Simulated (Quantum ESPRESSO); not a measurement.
HfO2:

```xyz
3
Lattice="0.0000 2.5575 2.5575 2.5575 0.0000 2.5575 2.5575 2.5575 0.0000" Properties=species:S:1:pos:R:3 pbc="T T T"
Hf    0.0000    0.0000    0.0000
O     3.8363    3.8363    3.8363
O     1.2788    1.2788    1.2788
```

Measurements of this composition are mostly on another form, of space group No. 14.

Base run:

| Quantity | Value |
| --- | --- |
| Program | Quantum ESPRESSO 7.5 |
| Functional | PBEsol |
| Potentials or basis | SG15 PBE 1.2 |
| Cutoff | 1197 eV |
| Density cutoff | 4789 eV |
| k mesh | 9 × 9 × 9 |
| Occupations | fermi-dirac, width 0.05 eV |
| Spin | no spin polarisation |

Its results: band gap on the k mesh 3.69 eV, indirect (least direct gap 3.80 eV); pressure -10.4 GPa.

After a change of settings the same cell gave: band gap on the k mesh 3.72 eV, indirect (least direct gap 3.84 eV); pressure -9.9 GPa. Which change was it?
A. functional from PBEsol to AM05
B. functional from PBEsol to RPBE
C. functional from PBEsol to LDA

A.

Caveats: the potentials were made for another functional, which shifts forces and pressure; spin-orbit coupling is left out, which moves the levels of the heavy elements; the mesh misses the band edges, which the band path finds closer together.

Runs at the PBE level aren't shown here.
